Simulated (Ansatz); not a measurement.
KCl (rocksalt), relaxed with r2SCAN in Ansatz: the symmetry is Fm-3m (No. 225, cubic); conventional cell a = 6.290 Å, 31.10 Å³ an atom. Around K lie 6 Cl at 3.14 Å; around Cl lie 6 K at 3.14 Å. The primitive cell holds 2 atoms in 62.21 Å³. No spin polarisation and no zero-point or thermal motion.

Computed values: HSE06 (6×6×6) gives a least gap of 6.51 eV, direct. In PBE's bands the lowest conduction level rises by 0.083 eV from Γ to the point 0.0999 1/Å along Γ–X; the direct gap at Γ is 5.19 eV. r2SCAN's ε∞ is 2.25.

What is the density?
The cell holds 1 K, 1 Cl: M = 1×39.098 + 1×35.450 = 74.55 u in V = 62.21 Å³. ρ = 1.66054 × M/V = 1.66054 × 74.55/62.21 = 1.990 g/cm³, for the static r2SCAN lattice.

At what wavelength does absorption set in by HSE06, excitons left aside?
λ = 1239.84 eV nm/E: 190 nm for the least gap. That lies in the ultraviolet, so by this gap the crystal is transparent to visible light.

Estimate the electron mass at Γ from the rise of PBE's conduction level.
A parabola gives m*/mₑ = (ħ²/2mₑ) k²/ΔE = 3.810 × 0.0999²/0.083 = 0.458. The band flattens away from Γ; with E(1 + E/E_g) = ħ²k²/2m* the mass at the edge is 0.458/(1 + 0.083/5.19) = 0.451 (1/E_g is only a rough value for the bending). It is PBE's mass, and a gap that is too small makes it too light.

What refractive index and reflectivity at normal incidence follow, below the gap and above the phonons?
n = √2.25 = 1.500; R = ((n − 1)/(n + 1))² = (0.500/2.500)² = 4.0 % a face.

The meshes of the hybrids are coarse, so their gaps aren't converged to the digits shown.
